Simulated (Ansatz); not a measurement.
# Ti3Al (P-6m2) in Ansatz: a series of runs

One crystal, Ti3Al, is run at these levels: LDA, PBEsol, r2SCAN; tasks: projected density of states.

All numbers are computed with Ansatz 0.2.0; they aren't measurements. Logs are shortened: lines on timing, memory, paths and dates and some standing lists are left out, and cuts for length are marked.

## (1) The structure

Symmetry: P-6m2, No. 187, hexagonal system. Conventional cell: a = 2.928 Å, b = 2.928 Å, c = 9.226 Å, α = 90.00°, β = 90.00°, γ = 120.00°. Ti (site symmetry 3m) has 9 Ti at 2.86 to 2.93 Å and 3 Al at 2.86 Å as nearest neighbours. Ti (site symmetry -6m2) has 12 Ti at 2.86 to 2.93 Å as nearest neighbours. Around Al (site symmetry -6m2) lie 6 Ti at 2.86 Å and 6 Al at 2.93 Å.

The cell comes from a database or a generator and needn't be the stable form of this composition.

## (2) Projected density of states, LDA

input.yaml

```yaml
crystal:
  lattice:
    - [2.9275422229, 0.0, 0.0]
    - [-1.4637711114, 2.5353259357, 0.0]
    - [0.0, 0.0, 9.226362]
  atoms:
    - { symbol: Ti, position: [0.3333333333, 0.6666666667, 0.249406] }
    - { symbol: Ti, position: [0.3333333333, 0.6666666667, 0.750594] }
    - { symbol: Ti, position: [0.6666666667, 0.3333333333, 0.0] }
    - { symbol: Al, position: [0.6666666667, 0.3333333333, 0.5] }
hamiltonian:
  xc: lda
  pseudopotentials: { kind: paw }
kpoints:
  mp_grid: { grid: [6, 6, 2] }
scf:
  occupations: { method: fermi_dirac, width: 0.05 }
  n_extra_bands: 10
output:
  forces: true
  stress: true
  eigenvalues: true
  dos: { projected: true, de: 0.05, nscf_kmesh: { grid: [9, 9, 3] } }
```

Potentials or basis: Ansatz PAW.

The run is started by

```sh
> ansatz run input.yaml --threads 2 --pin off --max-ram 5632MiB --backend cpu --events-out ev --progress --plain --runs-dir out
```

Standard output:

```text
Warning: RAYON_NUM_THREADS=2 ignored (pool sized by the plan → 2); use --threads N
scf.n_extra_bands = 10 over 20 filled bands (N_el = 39.0): the run solves 30 bands
Engine: ansatz 0.2.0, x86_64-unknown-linux-gnu
Pseudopotentials: kind: paw
Pseudopotential: Ti, paw, valence charge 12, recommended cutoff 420 eV (normal), Ti.paw.azcp
Pseudopotential: Al, paw, valence charge 3, recommended cutoff 420 eV (normal), Al.paw.azcp
Functional definition: SPW92
  exchange = slater_x
  correlation = pw_c
Crystal: 4 atoms, lattice volume = 68.481 Å³
Basis set: ecut = 420 eV, 1339 PW (Γ)
Bands: 30, of which v1, the nominal top of the filled ones, is band 20 counted from 1 (19 counted from 0)
Symmetry: 12 space group operations
Space group: P-6m2 (ITA 187), of the structure as read, at distance tolerance 4.1e-5 Å
k-points: 14 of 72 (time reversal used)
Non-local potential: Ti, projectors of the file, l = 0: 3, l = 1: 2, l = 2: 3, l = 3: 1
Non-local potential: Al, projectors of the file, l = 0: 2, l = 1: 2, l = 2: 1
PAW form: soft (Blöchl's): semilocal exchange-correlation on the pseudo side does not see the compensation charge
PAW frozen core: Ti, regenerated for the run's functional, and the local potential with it (the file was generated under x = pbe(κ = 0.804, μ = 0.2195149727645171), c = pbe(β = 0.06672455060314922))
PAW frozen core: Al, regenerated for the run's functional, and the local potential with it (the file was generated under x = pbe(κ = 0.804, μ = 0.2195149727645171), c = pbe(β = 0.06672455060314922))
PAW one-centre angular grid: Ti, 590 points (default); XC on 64 Gauss nodes
PAW one-centre angular grid: Al, 110 points (default); XC on 64 Gauss nodes
Initial density: superposition of atomic densities (neutral atoms: chi_scale 0, normalization atom), corrected by the library's trained network
Initial wavefunctions: pseudopotential atomic-orbital guess
Functional: x = slater, c = lda
SCF iter   1: F=—  HF=-7864.224429 eV  |F-HF|=—  |Δ(HF+E_count)|=         —  Δρ=8.61e-3  dr2=1.00e-1  ethr=1.77e-3  ⟨swp⟩=5.4  Hψ=1568  notcnv=0  defer=1
preconditioner: auto → Kerker (q_TF=auto, 2.484 Å⁻¹)  [metal: Δε(μ)=0.053 eV  Ē_g=4.028 eV  σ=0.050 eV  W_gap=0.26  n_scr=12 (ndim 8)  ℏωp=17.4 eV  f_vac=0.000  D(μ)=3.20/eV (n_scr^D=38)]
SCF iter   2: F=—  HF=-7864.217614 eV  |F-HF|=—  |Δ(HF+E_count)|=   6.81e-3  Δρ=4.09e-3  dr2=2.30e-2  ethr=2.57e-4  ⟨swp⟩=2.0  Hψ=646  notcnv=0  defer=22
SCF iter   3: F=—  HF=-7864.216027 eV  |F-HF|=—  |Δ(HF+E_count)|=   1.59e-3  Δρ=7.04e-4  dr2=3.48e-4  ethr=5.90e-5  ⟨swp⟩=1.1  Hψ=399  notcnv=0  defer=22
SCF iter   4: F=—  HF=-7864.215976 eV  |F-HF|=—  |Δ(HF+E_count)|=   5.11e-5  Δρ=1.71e-4  dr2=3.66e-5  ethr=8.93e-7  ⟨swp⟩=1.4  Hψ=417  notcnv=0  defer=22
SCF iter   5: F=—  HF=-7864.215977 eV  |F-HF|=—  |Δ(HF+E_count)|=   6.39e-7  Δρ=2.44e-5  dr2=7.70e-7  ethr=9.37e-8  ⟨swp⟩=2.0  Hψ=482  notcnv=0  defer=22
SCF iter   6: F=-7864.215977 eV  HF=-7864.215977 eV  |F-HF|=5.28e-8  |Δ(HF+E_count)|=   7.65e-8  Δρ=8.81e-6  dr2=7.66e-8  ethr=2.56e-10  ⟨swp⟩=7.6  Hψ=1669  notcnv=0
SCF 1 converged in 6 iterations: F = -7864.215977 eV  dr2 = 7.66e-8
NSCF: frozen V_eff on 24 k-points
SCF converged after 6 iterations
Free energy (F): -7864.215977 eV
Harris-Foulkes:  -7864.215977 eV  (|F-HF|=5.28e-8)
Internal energy: -7864.186552 eV  (E = F + TS)
E sigma→0 (E₀):  -7864.201264 eV
Entropy (-TS):   -0.029425 eV (-7.356 meV/atom)
Fermi energy:    11.530174 eV
--- Per-component energies (eV) ---
  E_band       = -504.192532
  E_kinetic    = 838.379772
  E_local      = -3531.788702  (includes V_loc(G=0)·N_el)
  E_nonlocal   = 46.763152
  E_hartree    = 1527.074660
  E_xc         = -328.726279
  E_vxc        = -393.428570  (∫ρ·V_xc dr)
  E_paw        = -3439.848107  (= ΣΔE_a)
  E_vpaw       = -518.264406  (= ΣTr[D̂ρ^β])
  E_aug_tail   = 0.000285  (compensation charges beyond the density's cutoff)
  E_ewald      = -2977.074900
  E_core_change = 1.033568  (= ΣΔE_core)
  E_smearing   = -0.029425  (= −TS)
  E_closure    = 0.000000  (closes the sum)
  Σ components = -7864.215977   (vs F -7864.215977, Δ=0.00e0)
--- Forces (eV/Å), atoms counted from 1 ---
  atom   1  Ti    -0.00000000     0.00000000    -0.06590350
  atom   2  Ti    -0.00000000     0.00000000     0.06590350
  atom   3  Ti     0.00000000    -0.00000000     0.00000000
  atom   4  Al     0.00000000     0.00000000     0.00000000
  max |Σ_I F_I| component: 6.71e-17 eV/Å
--- Stress (GPa, compression-positive) ---
       -7.244717      -0.000000       0.000000
        0.000000      -7.244717      -0.000000
        0.000000      -0.000000      -6.585255
  P = ⅓ Tr σ = -7.0249 GPa (-70.249 kbar)
--- Band table (eV; the first three rows and the last of 14) ---
  k-point 0: bands = ["-44.6288", "-44.5628", "-44.5155", "-21.4644", "-21.1913", "-20.9114", "-20.8854", "-20.8854", "-20.8289", "-20.8289", "-20.8005", "-20.8005", "3.1752", "6.5135", "6.7822", "9.0587", "10.8033", "12.0232", "12.2164", "12.2874", "12.2874", "12.3873", "12.3873", "12.6968", "12.6968", "13.5563", "13.5563", "14.1785", "14.1785", "14.6651"]
  k-point 1: bands = ["-44.6288", "-44.5629", "-44.5154", "-21.4655", "-21.1889", "-20.9127", "-20.8854", "-20.8854", "-20.8290", "-20.8290", "-20.8005", "-20.8005", "3.2172", "5.8139", "8.1861", "8.4222", "10.5371", "11.9639", "12.2520", "12.2907", "12.2907", "12.3800", "12.3800", "12.7057", "12.7057", "13.5329", "13.5329", "14.2215", "14.2215", "14.6401"]
  k-point 2: bands = ["-44.6028", "-44.5433", "-44.5025", "-21.4204", "-21.2033", "-20.9951", "-20.9886", "-20.9223", "-20.9154", "-20.8769", "-20.8576", "-20.8209", "3.8044", "7.1755", "7.4573", "9.6357", "10.7533", "11.4438", "11.6994", "11.9531", "12.1496", "12.5016", "12.6971", "12.7410", "13.1601", "13.3723", "13.4195", "14.0498", "14.0958", "14.7474"]
  k-point 13: bands = ["-44.4933", "-44.4747", "-44.4746", "-21.3236", "-21.3081", "-21.2745", "-21.1715", "-21.1687", "-21.1025", "-21.0907", "-20.9760", "-20.9697", "9.4709", "9.6175", "9.8374", "10.2000", "10.3445", "10.3489", "10.6391", "10.8601", "11.4448", "11.5332", "11.6050", "13.2014", "13.3405", "13.8418", "14.7630", "14.7896", "14.9019", "15.1027"]
```

Run time: 1.9 s. Hardware: 2 threads of Intel Xeon Platinum 8488C (Sapphire Rapids), shared host; peak memory 0.38 GiB.

What came out:

- Free energy: -7864.2160 eV
- Pressure: -7.0 GPa
- Largest force: 0.066 eV/Å
- Band gap on the k mesh: none (metal or under the smearing width)
- Density of states at the Fermi level: 4.55 states/eV per cell

Forces on the atoms (eV/Å):
```
Ti   0.000  0.000 -0.066
Ti   0.000  0.000  0.066
Ti   0.000  0.000  0.000
Al   0.000  0.000  0.000
```

Stress tensor (GPa, compression positive):
```
-7.24  0.00  0.00
 0.00 -7.24  0.00
 0.00  0.00 -6.59
```

States per cell in windows of 1 eV (zero at the Fermi level; states under -8 eV left out):
| from (eV) | total | Ti 3d | Al 3p | Ti 4s | Al 3s | Ti 3s | Ti 3p |
| --- | --- | --- | --- | --- | --- | --- | --- |
| -8.0 | 0.33 | 0.01 | 0.08 | 0.07 | 0.15 | 0.01 | 0.00 |
| -7.0 | 0.34 | 0.02 | 0.13 | 0.05 | 0.13 | 0.01 | 0.00 |
| -6.0 | 0.43 | 0.04 | 0.16 | 0.09 | 0.12 | 0.02 | 0.00 |
| -5.0 | 0.75 | 0.08 | 0.20 | 0.27 | 0.14 | 0.04 | 0.01 |
| -4.0 | 1.14 | 0.22 | 0.25 | 0.45 | 0.16 | 0.04 | 0.02 |
| -3.0 | 2.34 | 1.14 | 0.35 | 0.68 | 0.09 | 0.03 | 0.03 |
| -2.0 | 3.99 | 3.02 | 0.41 | 0.35 | 0.09 | 0.01 | 0.03 |
| -1.0 | 5.30 | 4.12 | 0.55 | 0.23 | 0.12 | 0.01 | 0.03 |
| 0.0 | 5.75 | 5.01 | 0.30 | 0.17 | 0.04 | 0.01 | 0.02 |
| 1.0 | 4.86 | 4.55 | 0.12 | 0.07 | 0.01 | 0.00 | 0.01 |
| 2.0 | 4.99 | 4.46 | 0.22 | 0.09 | 0.04 | 0.00 | 0.00 |
| 3.0 | 5.24 | 4.57 | 0.27 | 0.12 | 0.17 | 0.01 | 0.00 |
| 4.0 | 0.48 | 0.28 | 0.10 | 0.02 | 0.05 | 0.00 | 0.00 |
| 5.0 | 0.00 | 0.00 | 0.00 | 0.00 | 0.00 | 0.00 | 0.00 |
| 6.0 | 0.00 | 0.00 | 0.00 | 0.00 | 0.00 | 0.00 | 0.00 |
| 7.0 | 0.00 | 0.00 | 0.00 | 0.00 | 0.00 | 0.00 | 0.00 |

Caveat: the k mesh is coarse (spacing up to 0.41 Å⁻¹), so the values aren't converged; the PAW data sets come from PBE, with cores solved anew for the run's functional, which leaves a small shift of forces and pressure.

## (3) Projected density of states, PBEsol

input.yaml: that of step 2 with these lines changed.

```diff
@@ -11,3 +11,3 @@
 hamiltonian:
-  xc: lda
+  xc: pbesol
   pseudopotentials: { kind: paw }
```

Potentials or basis: Ansatz PAW.

The run is started by

```sh
> ansatz run input.yaml --threads 2 --pin off --max-ram 5632MiB --backend cpu --events-out ev --progress --plain --runs-dir out
```

Wall time 1.8 s (2 threads of Intel Xeon Platinum 8488C (Sapphire Rapids), shared host); peak memory 0.39 GiB.

It converged, with:

```
Free energy                          : -7946.7615 eV
Pressure                             : -3.3 GPa
Largest force                        : 0.013 eV/Å
Band gap on the k mesh               : none (metal or under the smearing width)
Density of states at the Fermi level : 4.46 states/eV per cell
```

Forces on the atoms (eV/Å):
```
Ti   0.000  0.000 -0.013
Ti   0.000  0.000  0.013
Ti   0.000  0.000  0.000
Al   0.000  0.000  0.000
```

Stress tensor (GPa, compression positive):
```
-3.53  0.00  0.00
 0.00 -3.53  0.00
 0.00  0.00 -2.98
```

Levels at points of the mesh, in eV from the Fermi level:
```csv
k point,band 17,band 18,band 19,band 20,band 21,band 22,band 23,band 24
"(0.00, 0.00, 0.00)",-0.75,0.46,0.71,0.79,0.79,0.89,0.89,1.20
"(0.00, 0.00, -0.50)",-1.01,0.41,0.75,0.79,0.79,0.88,0.88,1.21
"(0.00, -0.50, 0.00)",-1.46,-1.23,-0.65,-0.41,0.87,0.99,1.10,1.72
"(0.00, -0.50, -0.50)",-1.56,-1.22,-0.94,-0.06,0.83,0.86,1.04,1.84
```

States per cell in windows of 1 eV (zero at the Fermi level; states under -8 eV left out):
| from (eV) | total | Ti 3d | Al 3p | Ti 4s | Al 3s | Ti 3s | Ti 3p |
| --- | --- | --- | --- | --- | --- | --- | --- |
| -8.0 | 0.33 | 0.01 | 0.09 | 0.07 | 0.14 | 0.01 | 0.00 |
| -7.0 | 0.35 | 0.02 | 0.14 | 0.05 | 0.12 | 0.01 | 0.00 |
| -6.0 | 0.48 | 0.04 | 0.17 | 0.12 | 0.12 | 0.02 | 0.01 |
| -5.0 | 0.80 | 0.09 | 0.21 | 0.30 | 0.14 | 0.04 | 0.01 |
| -4.0 | 1.21 | 0.25 | 0.27 | 0.49 | 0.14 | 0.03 | 0.02 |
| -3.0 | 2.52 | 1.33 | 0.34 | 0.67 | 0.10 | 0.02 | 0.02 |
| -2.0 | 4.45 | 3.42 | 0.45 | 0.33 | 0.09 | 0.01 | 0.03 |
| -1.0 | 4.93 | 3.82 | 0.51 | 0.21 | 0.11 | 0.01 | 0.03 |
| 0.0 | 6.06 | 5.33 | 0.28 | 0.17 | 0.03 | 0.01 | 0.02 |
| 1.0 | 4.53 | 4.26 | 0.11 | 0.06 | 0.01 | 0.00 | 0.00 |
| 2.0 | 4.92 | 4.38 | 0.22 | 0.09 | 0.05 | 0.00 | 0.00 |
| 3.0 | 5.00 | 4.33 | 0.28 | 0.12 | 0.17 | 0.01 | 0.00 |
| 4.0 | 0.32 | 0.18 | 0.07 | 0.01 | 0.04 | 0.00 | 0.00 |
| 5.0 | 0.00 | 0.00 | 0.00 | 0.00 | 0.00 | 0.00 | 0.00 |
| 6.0 | 0.00 | 0.00 | 0.00 | 0.00 | 0.00 | 0.00 | 0.00 |
| 7.0 | 0.00 | 0.00 | 0.00 | 0.00 | 0.00 | 0.00 | 0.00 |

Caveat: the k mesh is coarse (spacing up to 0.41 Å⁻¹), so the values aren't converged; the PAW data sets come from PBE, with cores solved anew for the run's functional, which leaves a small shift of forces and pressure.

## (4) Projected density of states, r2SCAN

input.yaml: that of step 3 with these lines changed.

```diff
@@ -11,3 +11,3 @@
 hamiltonian:
-  xc: pbesol
+  xc: r2scan
   pseudopotentials: { kind: paw }
```

The run is started by

```sh
> ansatz run input.yaml --threads 2 --pin off --max-ram 5632MiB --backend cpu --events-out ev --progress --plain --runs-dir out
```

Run time: 4.1 s. Hardware: 2 threads of Intel Xeon Platinum 8488C (Sapphire Rapids), shared host; peak memory 0.54 GiB.

The run converged. Its results:

```
Free energy                          : -8054.1281 eV
Pressure                             : -0.7 GPa
Largest force                        : 0.060 eV/Å
Band gap on the k mesh               : none (metal or under the smearing width)
Density of states at the Fermi level : 4.26 states/eV per cell
```

Forces in eV/Å, atoms in the order of the input:
```
Ti   0.000  0.000  0.060
Ti   0.000  0.000 -0.060
Ti   0.000  0.000  0.000
Al   0.000  0.000  0.000
```

Stress tensor (GPa, compression positive):
```
-0.76  0.00  0.00
 0.00 -0.76  0.00
 0.00  0.00 -0.54
```

Levels at points of the mesh, in eV from the Fermi level:
```
             k point  band 18  band 19  band 20  band 21  band 22  band 23
  (0.00, 0.00, 0.00)     0.38     0.76     0.89     0.89     1.00     1.00
 (0.00, 0.00, -0.50)     0.35     0.82     0.90     0.90     0.99     0.99
 (0.00, -0.50, 0.00)    -1.28    -0.73    -0.54     0.98     1.01     1.13
(0.00, -0.50, -0.50)    -1.29    -1.00    -0.23     0.89     0.98     1.11
```

States per cell in windows of 1 eV (zero at the Fermi level; states under -8 eV left out):
| from (eV) | total | Ti 3d | Al 3p | Ti 4s | Al 3s | Ti 3s | Ti 3p |
| --- | --- | --- | --- | --- | --- | --- | --- |
| -8.0 | 0.32 | 0.01 | 0.11 | 0.05 | 0.12 | 0.01 | 0.00 |
| -7.0 | 0.33 | 0.02 | 0.14 | 0.05 | 0.11 | 0.01 | 0.00 |
| -6.0 | 0.58 | 0.05 | 0.18 | 0.21 | 0.11 | 0.03 | 0.01 |
| -5.0 | 0.88 | 0.12 | 0.25 | 0.34 | 0.12 | 0.03 | 0.01 |
| -4.0 | 1.37 | 0.36 | 0.30 | 0.52 | 0.12 | 0.03 | 0.02 |
| -3.0 | 2.67 | 1.55 | 0.32 | 0.61 | 0.10 | 0.02 | 0.02 |
| -2.0 | 4.50 | 3.45 | 0.48 | 0.27 | 0.10 | 0.01 | 0.03 |
| -1.0 | 4.32 | 3.37 | 0.42 | 0.17 | 0.09 | 0.01 | 0.02 |
| 0.0 | 5.37 | 4.73 | 0.24 | 0.14 | 0.03 | 0.00 | 0.02 |
| 1.0 | 4.55 | 4.28 | 0.10 | 0.06 | 0.01 | 0.00 | 0.00 |
| 2.0 | 4.65 | 4.18 | 0.20 | 0.08 | 0.03 | 0.00 | 0.00 |
| 3.0 | 5.57 | 4.96 | 0.25 | 0.11 | 0.14 | 0.01 | 0.00 |
| 4.0 | 0.64 | 0.38 | 0.11 | 0.02 | 0.09 | 0.00 | 0.00 |
| 5.0 | 0.00 | 0.00 | 0.00 | 0.00 | 0.00 | 0.00 | 0.00 |
| 6.0 | 0.00 | 0.00 | 0.00 | 0.00 | 0.00 | 0.00 | 0.00 |
| 7.0 | 0.00 | 0.00 | 0.00 | 0.00 | 0.00 | 0.00 | 0.00 |

Caveat: the k mesh is coarse (spacing up to 0.41 Å⁻¹), so the values aren't converged; the PAW data sets come from PBE, with cores solved anew for the run's functional, which leaves a small shift of forces and pressure.

## (5) Summary

```csv
level,cutoff (eV),gap on the mesh (eV),pressure (GPa),largest force (eV/Å)
LDA,420,none,-7.0,0.07
PBEsol,420,none,-3.3,0.01
r2SCAN,500,none,-0.7,0.06
```

Alike in all rows: task projected density of states; potentials or basis Ansatz PAW; no spin polarisation; cell as given; k mesh 6 × 6 × 2; smearing fermi-dirac 0.05 eV; the mesh is coarse, so values aren't converged.

Caveats: all runs use coarse meshes; the PAW data sets come from PBE, with cores solved anew for the run's functional, which leaves a small shift of forces and pressure.

Absolute energies hang on the potentials; compare differences alone.
